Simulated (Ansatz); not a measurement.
# MgO: the cost of one run

Computed with Ansatz 0.2.0 (DFT PBEsol, scalar-relativistic, plane waves, PAW, unless a step's input says otherwise).

That is the level of the relaxation; later steps name their own.

1 further run of the same task is left out (set aside as unsound or not needed).

## (1) Starting point

The structure is hexagonal, space group P6_3mc (No. 186). Conventional cell: a = 3.301 Å, b = 3.301 Å, c = 5.028 Å, α = 90.00°, β = 90.00°, γ = 120.00°. Mg (site symmetry 3m) has 4 O at 1.98 to 1.99 Å as nearest neighbours. O (site symmetry 3m) has 4 Mg at 1.98 to 1.99 Å as nearest neighbours.

Coordinates:

```
CELL_PARAMETERS angstrom
3.30085 0.00000 0.00000
-1.65043 2.85862 0.00000
0.00000 0.00000 5.02821
ATOMIC_POSITIONS crystal
Mg 0.33333 0.66667 0.49129
Mg 0.66667 0.33333 0.99129
O 0.66667 0.33333 0.38772
O 0.33333 0.66667 0.88772
```

This cell was relaxed beforehand with the same method: volume 11.86 Å³/atom, gap on the mesh 3.36 eV.

## (2) Band edges over the whole zone

input.yaml reads:

```yaml
crystal:
  lattice:
    - [3.3008543465, 0.0, 0.0]
    - [-1.6504271733, 2.8586237183, 0.0]
    - [0.0, 0.0, 5.0282052851]
  atoms:
    - { symbol: Mg, position: [0.3333333333, 0.6666666667, 0.4912900067] }
    - { symbol: Mg, position: [0.6666666667, 0.3333333333, -0.0087099933] }
    - { symbol: O, position: [0.6666666667, 0.3333333333, 0.3877199933] }
    - { symbol: O, position: [0.3333333333, 0.6666666667, 0.8877199933] }
basis:
  ecutwfc: 420
kpoints:
  mp_grid: { grid: [9, 9, 6] }
  band_path: { path: [VBM, CBM], npoints: 2 }
hamiltonian:
  xc: pbesol
scf:
  occupations: { method: gaussian, width: 0.02 }
output:
  forces: true
  stress: true
  eigenvalues: true
```

Started as:

```
$ ansatz run input.yaml --threads 2 --pin off --max-ram 5120MiB --backend cpu --events-out ev --progress --plain --runs-dir out
```

Q: Estimate wall time and peak memory on 2 threads of Intel Xeon Platinum 8488C (Sapphire Rapids), shared host.

About 2.9 s, with a peak of 0.39 GiB.
